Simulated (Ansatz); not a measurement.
# Os (P6_3/mmc) in Ansatz: notebook

Runs on Os. Level: BLYP+D4. Tasks: single point, equation of state.

All numbers are computed with Ansatz 0.2.0; they aren't measurements. Logs are shortened: lines on timing, memory, paths and dates and some standing lists are left out, and cuts for length are marked.

### Step 1. The crystal as given

Symmetry: P6_3/mmc, No. 194, hexagonal system. Conventional cell: a = 2.734 Å, b = 2.734 Å, c = 4.320 Å, α = 90.00°, β = 90.00°, γ = 120.00°. Around Os (site symmetry -6m2) lie 12 Os at 2.68 to 2.73 Å.

### Step 2. Single point, BLYP+D4, 13.14 Å³/atom (volume scaled by 0.94)

Contents of input.yaml:

```yaml
crystal:
  lattice:
    - [2.6782863798, 0.0, 0.0]
    - [-1.3391431899, 2.3194640436, 0.0]
    - [0.0, 0.0, 4.2315181138]
  atoms:
    - { symbol: Os, position: [0.6666666667, 0.3333333333, 0.75] }
    - { symbol: Os, position: [0.3333333333, 0.6666666667, 0.25] }
hamiltonian:
  xc: blyp
  pseudopotentials: { kind: paw }
  dispersion: d4
kpoints:
  mp_grid: { grid: [11, 11, 6] }
scf:
  occupations: { method: fermi_dirac, width: 0.05 }
output:
  forces: true
  stress: true
  eigenvalues: true
```

Potentials or basis: Ansatz PAW.

The run is started by

```console
$ ansatz run input.yaml --threads 2 --pin off --max-ram 5120MiB --backend cpu --events-out ev --progress --plain --runs-dir out
```

What it wrote:

```text
Warning: RAYON_NUM_THREADS=2 ignored (pool sized by the plan → 2); use --threads N
Engine: ansatz 0.2.0, aarch64-unknown-linux-gnu
Pseudopotentials: kind: paw
Pseudopotential: Os, paw, valence charge 16, recommended cutoff 420 eV (normal), Os.paw.azcp
Functional definition: BLYP
  parameter beta = 0.0042
  parameter a = 0.04918
  parameter b = 0.132
  parameter c = 0.2533
  parameter d = 0.349
  exchange = b88_x(beta = beta)
  correlation = lyp_c(a = a, b = b, c = c, d = d)
Crystal: 2 atoms, lattice volume = 26.287 Å³
Basis set: ecut = 420 eV, 537 PW (Γ), exchange–correlation on 36×36×60 points (8 copies of the dense FFT grid, shifted against one another)
Bands: 20, of which v1, the nominal top of the filled ones, is band 16 counted from 1 (15 counted from 0)
Symmetry: 24 space group operations
Space group: P63/mmc (ITA 194), of the structure as read, at distance tolerance 3.0e-5 Å
k-points: 64 of 726
Non-local potential: Os, projectors of the file, l = 0: 3, l = 1: 2, l = 2: 2, l = 3: 1
PAW form: soft (Blöchl's): semilocal exchange-correlation on the pseudo side does not see the compensation charge
PAW frozen core: Os, regenerated for the run's functional, and the local potential with it (the file was generated under x = pbe(κ = 0.804, μ = 0.2195149727645171), c = pbe(β = 0.06672455060314922))
PAW one-centre angular grid: Os, 590 points (default); XC on 64 Gauss nodes
Initial density: superposition of atomic densities (neutral atoms: chi_scale 0, normalization atom), corrected by the library's trained network
Initial wavefunctions: pseudopotential atomic-orbital guess
Functional: x = b88, c = lyp
SCF iter   1: F=—  HF=-22821.098601 eV  |F-HF|=—  |Δ(HF+E_count)|=         —  Δρ=1.37e-2  dr2=3.02e-2  ethr=1.77e-3  ⟨swp⟩=5.0  Hψ=5094  notcnv=0
preconditioner: auto → none  [metal: Δε(μ)=0.057 eV  Ē_g=7.340 eV  σ=0.050 eV  W_gap=0.26  n_scr=8 (ndim 8)  ℏωp=29.0 eV  f_vac=0.000  D(μ)=1.58/eV (n_scr^D=22)  sad-step TF]
SCF iter   2: F=—  HF=-22821.099381 eV  |F-HF|=—  |Δ(HF+E_count)|=   7.79e-4  Δρ=8.30e-3  dr2=1.10e-2  ethr=9.44e-5  ⟨swp⟩=1.3  Hψ=1818  notcnv=0
SCF iter   3: F=—  HF=-22821.099724 eV  |F-HF|=—  |Δ(HF+E_count)|=   3.43e-4  Δρ=4.26e-4  dr2=2.74e-5  ethr=3.44e-5  ⟨swp⟩=2.0  Hψ=2038  notcnv=0
SCF iter   4: F=—  HF=-22821.099738 eV  |F-HF|=—  |Δ(HF+E_count)|=   1.37e-5  Δρ=7.45e-5  dr2=4.81e-7  ethr=8.57e-8  ⟨swp⟩=2.2  Hψ=2055  notcnv=0
iter 5 did not close the SCF: its close was put off for the readings that it lacked (scf_convergence_deferred on its scf_iter line)
SCF iter   5: F=-22821.099738 eV  HF=-22821.099738 eV  |F-HF|=4.45e-9  |Δ(HF+E_count)|=   9.21e-7  Δρ=1.21e-5  dr2=1.98e-8  ethr=1.50e-9  ⟨swp⟩=2.2  Hψ=1974  notcnv=0
SCF iter   6: F=-22821.099739 eV  HF=-22821.099739 eV  |F-HF|=8.84e-10  |Δ(HF+E_count)|=   9.93e-9  Δρ=2.50e-6  dr2=5.32e-10  ethr=6.19e-11  ⟨swp⟩=2.2  Hψ=4268  notcnv=0
SCF 1 converged in 6 iterations: F = -22821.099739 eV  dr2 = 5.32e-10
SCF converged after 6 iterations
Free energy (F): -22821.099739 eV
Harris-Foulkes:  -22821.099739 eV  (|F-HF|=8.84e-10)
Internal energy: -22821.086777 eV  (E = F + TS)
E sigma→0 (E₀):  -22821.093258 eV
Entropy (-TS):   -0.012961 eV (-6.481 meV/atom)
Fermi energy:    28.473592 eV
--- Per-component energies (eV) ---
  E_band       = -54.373166
  E_kinetic    = 1134.936241
  E_local      = -1450.114834  (includes V_loc(G=0)·N_el)
  E_nonlocal   = -3.388443
  E_hartree    = 622.499347
  E_xc         = -528.491605
  E_vxc        = -561.549525  (∫ρ·V_xc dr)
  E_paw        = -18083.335879  (= ΣΔE_a)
  E_vpaw       = -419.254941  (= ΣTr[D̂ρ^β])
  E_aug_tail   = -0.000155  (compensation charges beyond the density's cutoff)
  E_ewald      = -4510.660414
  E_disp       = -2.841496  (pairwise vdW)
  E_core_change = 0.310460  (= ΣΔE_core)
  E_smearing   = -0.012961  (= −TS)
  E_closure    = 0.000000  (closes the sum)
  Σ components = -22821.099739   (vs F -22821.099739, Δ=0.00e0)
--- Forces (eV/Å), atoms counted from 1 ---
  atom   1  Os    -0.00000000    -0.00000000     0.00000000
  atom   2  Os     0.00000000     0.00000000     0.00000000
  max |Σ_I F_I| component: 0.00e0 eV/Å
--- Stress (GPa, compression-positive) ---
       41.235209       0.000000       0.000000
       -0.000000      41.235209       0.000000
        0.000000       0.000000      43.876750
  P = ⅓ Tr σ = 42.1157 GPa (421.157 kbar)
--- Band table (eV; the first three rows and the last of 64) ---
  k-point 0: bands = ["-58.1375", "-57.9826", "-18.3361", "-17.1722", "-17.1722", "-16.9541", "-16.9541", "-16.8934", "17.2542", "20.2346", "25.1787", "25.1787", "25.4528", "26.0940", "26.0940", "26.7952", "26.7952", "28.9248", "30.3561", "30.3561"]
  k-point 1: bands = ["-58.1272", "-57.9930", "-18.2456", "-17.1578", "-17.1578", "-16.9969", "-16.9689", "-16.9689", "17.6259", "20.3023", "24.9852", "24.9852", "25.2466", "25.8586", "25.8586", "27.3260", "27.3260", "27.7945", "30.3959", "30.3959"]
  k-point 2: bands = ["-58.0990", "-58.0216", "-17.9942", "-17.2742", "-17.1181", "-17.1181", "-17.0091", "-17.0091", "18.6214", "20.3295", "24.8151", "24.8302", "24.8302", "25.3732", "25.3732", "25.8457", "28.4056", "28.4056", "30.2186", "30.2186"]
  k-point 63: bands = ["-57.9737", "-57.9737", "-18.0586", "-18.0586", "-17.6748", "-17.6748", "-17.1486", "-17.1486", "22.0409", "22.0409", "23.4081", "23.4081", "24.9417", "24.9417", "27.1041", "27.1041", "30.4046", "30.4046", "36.9181", "36.9181"]
```

It took 0.95 s on 2 threads of Arm Neoverse V2, shared host; peak memory 0.29 GiB.

Results:

- Free energy: -22821.0997 eV
- Pressure: 42.1 GPa
- Band gap on the k mesh: none (metal or under the smearing width)

Caveat: pairwise dispersion overbinds metals, which lowers pressure and volume; the PAW data sets come from PBE, with cores solved anew for the run's functional, which leaves a small shift of forces and pressure.

### Step 3. Single point, BLYP+D4, 13.42 Å³/atom (volume scaled by 0.96)

input.yaml, as its differences from that of step 2:

```diff
@@ -2,5 +2,5 @@
   lattice:
-    - [2.6782863798, 0.0, 0.0]
-    - [-1.3391431899, 2.3194640436, 0.0]
-    - [0.0, 0.0, 4.2315181138]
+    - [2.697148173, 0.0, 0.0]
+    - [-1.3485740865, 2.3357988356, 0.0]
+    - [0.0, 0.0, 4.261318519]
   atoms:
```

Potentials or basis: Ansatz PAW.

The run is started by

```console
$ ansatz run input.yaml --threads 2 --pin off --max-ram 5120MiB --backend cpu --events-out ev --progress --plain --runs-dir out
```

It took 0.94 s on 2 threads of Arm Neoverse V2, shared host; peak memory 0.3 GiB.

Results (log left out):

```yaml
Free_energy: -22821.2261 eV
Pressure: 30.5 GPa
Band_gap_on_the_k_mesh: none (metal or under the smearing width)
```

Caveat: pairwise dispersion overbinds metals, which lowers pressure and volume; the PAW data sets come from PBE, with cores solved anew for the run's functional, which leaves a small shift of forces and pressure.

### Step 4. Single point, BLYP+D4, 13.70 Å³/atom (volume scaled by 0.98)

input.yaml, as its differences from that of step 3:

```diff
@@ -2,5 +2,5 @@
   lattice:
-    - [2.697148173, 0.0, 0.0]
-    - [-1.3485740865, 2.3357988356, 0.0]
-    - [0.0, 0.0, 4.261318519]
+    - [2.7157497827, 0.0, 0.0]
+    - [-1.3578748913, 2.3519083021, 0.0]
+    - [0.0, 0.0, 4.2907078513]
   atoms:
```

The run is started by

```console
$ ansatz run input.yaml --threads 2 --pin off --max-ram 5120MiB --backend cpu --events-out ev --progress --plain --runs-dir out
```

It took 0.94 s on 2 threads of Arm Neoverse V2, shared host; peak memory 0.3 GiB.

It converged, with:

* Free energy: -22821.3139 eV
* Pressure: 20.1 GPa
* Band gap on the k mesh: none (metal or under the smearing width)

Caveat: pairwise dispersion overbinds metals, which lowers pressure and volume; the PAW data sets come from PBE, with cores solved anew for the run's functional, which leaves a small shift of forces and pressure.

### Step 5. Single point, BLYP+D4, 13.98 Å³/atom

input.yaml, as its differences from that of step 4:

```diff
@@ -2,5 +2,5 @@
   lattice:
-    - [2.7157497827, 0.0, 0.0]
-    - [-1.3578748913, 2.3519083021, 0.0]
-    - [0.0, 0.0, 4.2907078513]
+    - [2.7341, 0.0, 0.0]
+    - [-1.36705, 2.3678000565, 0.0]
+    - [0.0, 0.0, 4.3197]
   atoms:
```

The run is started by

```console
$ ansatz run input.yaml --threads 2 --pin off --max-ram 5120MiB --backend cpu --events-out ev --progress --plain --runs-dir out
```

Run time: 0.94 s. Hardware: 2 threads of Arm Neoverse V2, shared host; peak memory 0.3 GiB.

It converged, with:

```yaml
Free_energy: -22821.3675 eV
Pressure: 10.8 GPa
Band_gap_on_the_k_mesh: none (metal or under the smearing width)
```

Caveat: pairwise dispersion overbinds metals, which lowers pressure and volume; the PAW data sets come from PBE, with cores solved anew for the run's functional, which leaves a small shift of forces and pressure.

### Step 6. Single point, BLYP+D4, 14.26 Å³/atom (volume scaled by 1.02)

input.yaml, as its differences from that of step 5:

```diff
@@ -2,5 +2,5 @@
   lattice:
-    - [2.7341, 0.0, 0.0]
-    - [-1.36705, 2.3678000565, 0.0]
-    - [0.0, 0.0, 4.3197]
+    - [2.7522071502, 0.0, 0.0]
+    - [-1.3761035751, 2.3834813086, 0.0]
+    - [0.0, 0.0, 4.3483081185]
   atoms:
@@ -20 +20,5 @@
   eigenvalues: true
+  write_density: true
+  write_potential: true
+  elf: true
+  volumetric_format: npy
```

Potentials or basis: Ansatz PAW.

The run is started by

```console
$ ansatz run input.yaml --threads 2 --pin off --max-ram 5120MiB --backend cpu --events-out ev --progress --plain --runs-dir out
```

Run time: 1.2 s. Hardware: 2 threads of Arm Neoverse V2, shared host; peak memory 0.3 GiB.

Results (log left out):

- Free energy: -22821.3903 eV
- Pressure: 2.5 GPa
- Band gap on the k mesh: none (metal or under the smearing width)

Caveat: pairwise dispersion overbinds metals, which lowers pressure and volume; the PAW data sets come from PBE, with cores solved anew for the run's functional, which leaves a small shift of forces and pressure.

### Step 7. Single point, BLYP+D4, 14.54 Å³/atom (volume scaled by 1.04)

input.yaml, as its differences from that of step 6:

```diff
@@ -2,5 +2,5 @@
   lattice:
-    - [2.7522071502, 0.0, 0.0]
-    - [-1.3761035751, 2.3834813086, 0.0]
-    - [0.0, 0.0, 4.3483081185]
+    - [2.770079126, 0.0, 0.0]
+    - [-1.385039563, 2.3989588936, 0.0]
+    - [0.0, 0.0, 4.3765446767]
   atoms:
@@ -20,5 +20 @@
   eigenvalues: true
-  write_density: true
-  write_potential: true
-  elf: true
-  volumetric_format: npy
```

The run is started by

```console
$ ansatz run input.yaml --threads 2 --pin off --max-ram 5120MiB --backend cpu --events-out ev --progress --plain --runs-dir out
```

Wall time 1 s (2 threads of Arm Neoverse V2, shared host); peak memory 0.3 GiB.

Results (log left out):

```yaml
Free_energy: -22821.3859 eV
Pressure: -4.9 GPa
Band_gap_on_the_k_mesh: none (metal or under the smearing width)
```

Caveat: pairwise dispersion overbinds metals, which lowers pressure and volume; the PAW data sets come from PBE, with cores solved anew for the run's functional, which leaves a small shift of forces and pressure.

### Step 8. Single point, BLYP+D4, 14.82 Å³/atom (volume scaled by 1.06)

input.yaml, as its differences from that of step 7:

```diff
@@ -2,5 +2,5 @@
   lattice:
-    - [2.770079126, 0.0, 0.0]
-    - [-1.385039563, 2.3989588936, 0.0]
-    - [0.0, 0.0, 4.3765446767]
+    - [2.7877234178, 0.0, 0.0]
+    - [-1.3938617089, 2.4142392985, 0.0]
+    - [0.0, 0.0, 4.404421509]
   atoms:
@@ -20 +20,5 @@
   eigenvalues: true
+  write_density: true
+  write_potential: true
+  elf: true
+  volumetric_format: npy
```

The run is started by

```console
$ ansatz run input.yaml --threads 2 --pin off --max-ram 5120MiB --backend cpu --events-out ev --progress --plain --runs-dir out
```

Wall time 1.3 s (2 threads of Arm Neoverse V2, shared host); peak memory 0.31 GiB.

The run converged. Its results:

```yaml
Free_energy: -22821.3570 eV
Pressure: -11.5 GPa
Band_gap_on_the_k_mesh: none (metal or under the smearing width)
```

Caveat: pairwise dispersion overbinds metals, which lowers pressure and volume; the PAW data sets come from PBE, with cores solved anew for the run's functional, which leaves a small shift of forces and pressure.

### Step 9. Equation of state, BLYP+D4

Potentials or basis: Ansatz PAW.

No new run: the results of the series are fitted here.

What came out:

- Equilibrium volume: 14.35 Å³/atom
- Bulk modulus at fixed shape and positions: 387 GPa
- Pressure derivative of the bulk modulus: 4.8

Energy against volume, from the lowest point:
```csv
volume (Å³/atom),energy (meV/atom)
13.143,145.30
13.423,82.14
13.703,38.21
13.982,11.44
14.262,0.00
14.542,2.25
14.821,16.69
```

Caveat: the potentials were made for another functional, which shifts forces and pressure; the cell was scaled at fixed shape and fractional positions, which overstates the stiffness of a crystal with free parameters, most of all of layers and chains.
